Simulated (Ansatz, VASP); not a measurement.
**One calculation of V, two programs**

INCAR

```
PREC = Accurate ; ENCUT = 600
EDIFF = 1E-7 ; ISMEAR = 0
SIGMA = 0.1 ; LREAL = F
LASPH = T ; NELM = 100
ALGO = Normal ; ISIF = 3
LWAVE = F ; LCHARG = F
GGA = PS ; IBRION = 2
NSW = 90 ; EDIFFG = -0.04
```

KPOINTS

```
Automatic mesh
0
Gamma
  9 9 2
```

File POSCAR:

```
V
1.0
    2.7700550873      0.0000000000      0.0000000000
   -1.3850275436      2.3989380755      0.0000000000
    0.0000000000      0.0000000000      8.9339743902
V
4
Direct
    0.0000000000      0.0000000000      0.0000000000
    0.0000000000      0.0000000000      0.5000000000
    0.3333333333      0.6666666667      0.7500000000
    0.6666666667      0.3333333333      0.2500000000
```

Input for Ansatz:

```yaml
crystal:
  lattice:
    - [2.7700550873, 0.0, 0.0]
    - [-1.3850275436, 2.3989380755, 0.0]
    - [0.0, 0.0, 8.9339743902]
  atoms:
    - { symbol: V, position: [0.0, 0.0, 0.0] }
    - { symbol: V, position: [0.0, 0.0, 0.5] }
    - { symbol: V, position: [0.3333333333, 0.6666666667, 0.75] }
    - { symbol: V, position: [0.6666666667, 0.3333333333, 0.25] }
basis:
  ecutwfc: 420
kpoints:
  mp_grid: { grid: [9, 9, 2] }
hamiltonian:
  xc: pbesol
scf:
  occupations: { method: gaussian, width: 0.1 }
  lower_state_search: "off"
output:
  forces: true
  stress: true
  eigenvalues: true
relax:
  adjacent_minimum: "off"
  f_tol: 0.04
  max_steps: 70
  cell: { stress_tol: 0.4 }
```

Alike in both runs: task relaxation of cell and atoms; functional PBEsol; k mesh 9 × 9 × 2; occupations gaussian, width 0.1 eV; no spin polarisation.

|  | VASP | Ansatz |
| --- | --- | --- |
| version | VASP 6.6.1 | Ansatz 0.2.0 |
| potentials or method | VASP PAW PBE potentials, release 64 (V_sv) | scalar-relativistic, plane waves, PAW |
| plane-wave cutoff (eV) | 600 | 420 |
| valence electrons in the cell | 52 | 52 |

VASP gave:

* gap on the k mesh at the Fermi level, each at its own relaxed structure (eV): none
* relaxed volume (Å³/atom): 13.34
* relaxed cell length with the largest relative difference (Å): 9.032
* energy change over the relaxation (meV/atom): -97

Problem. What did Ansatz give for the same quantities?

Solution. gap on the k mesh at the Fermi level, each at its own relaxed structure (eV): none; relaxed volume (Å³/atom): 13.33; relaxed cell length with the largest relative difference (Å): 9.038; energy change over the relaxation (meV/atom): -98.

A gap of «none» marks a metal or a gap that the smearing closes.

Caveats: the PAW data sets were made with another functional, which shifts forces and pressure a little (VASP).
